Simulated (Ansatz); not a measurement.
## Ca: what symmetry allows forces and stress to be

```yaml
crystal:
  lattice:
    - [-3.70565, 3.71677, 3.11775]
    - [3.70565, -3.71677, 3.11775]
    - [3.70565, 3.71677, -3.11775]
  atoms:
    - { symbol: Ca, position: [0.18044, 0.67187, 0.85231] }
    - { symbol: Ca, position: [0.82438, 0.32813, 0.15252] }
    - { symbol: Ca, position: [0.67562, 0.82813, 0.50375] }
    - { symbol: Ca, position: [0.31956, 0.17187, 0.49142] }
```

Computed with Ansatz, DFT PBE, scalar-relativistic, plane waves, PAW.

Settings: cutoff 420 eV, Γ-centred mesh 8×8×8 on the computed 4-atom cell, Gaussian smearing of 0.10 eV; no spin polarisation.

This distorted cell has space group Ima2, with 4 operations.

Q: Without a calculation: in which directions can each atom feel a force?

A: A force must be left unchanged by every operation that keeps its atom in place, so it lies in the space that those operations leave fixed. Atoms that the group maps onto each other feel forces of one size.
```json
{"atom": "Ca1", "site symmetry": "m..", "operations at the site": "2", "equivalent to atom": "1", "allowed force (Cartesian)": "in the plane normal to (0.00, 0.00, 1.00)"}
{"atom": "Ca2", "site symmetry": "m..", "operations at the site": "2", "equivalent to atom": "2", "allowed force (Cartesian)": "in the plane normal to (0.00, 0.00, 1.00)"}
{"atom": "Ca3", "site symmetry": "m..", "operations at the site": "2", "equivalent to atom": "2", "allowed force (Cartesian)": "in the plane normal to (0.00, 0.00, 1.00)"}
{"atom": "Ca4", "site symmetry": "m..", "operations at the site": "2", "equivalent to atom": "1", "allowed force (Cartesian)": "in the plane normal to (0.00, 0.00, 1.00)"}
```

That leaves 4 independent force components of 12, tied by 1 condition that the forces sum to zero, so 3 remain. A relaxation in this cell that keeps the symmetry moves the atoms in these directions alone.

Q: And the stress tensor?

A: It must be invariant under the point group, which leaves 3 independent components: yz, xz, xy vanish.

Q: Do the computed values obey this?

A: Yes. Forces (eV/Å):
```
Ca1 -0.195 -0.230  0.000
Ca2  0.195  0.142  0.000
Ca3  0.195 -0.142  0.000
Ca4 -0.195  0.230  0.000
```

Stress (GPa, compression positive, xx yy zz yz xz xy): 0.27 -0.38 2.76 0.00 0.00 0.00. The program imposes the same operations on density, forces and stress, so this confirms the analysis and is no independent test of the calculation.

This form isn't the element's structure at ambient conditions.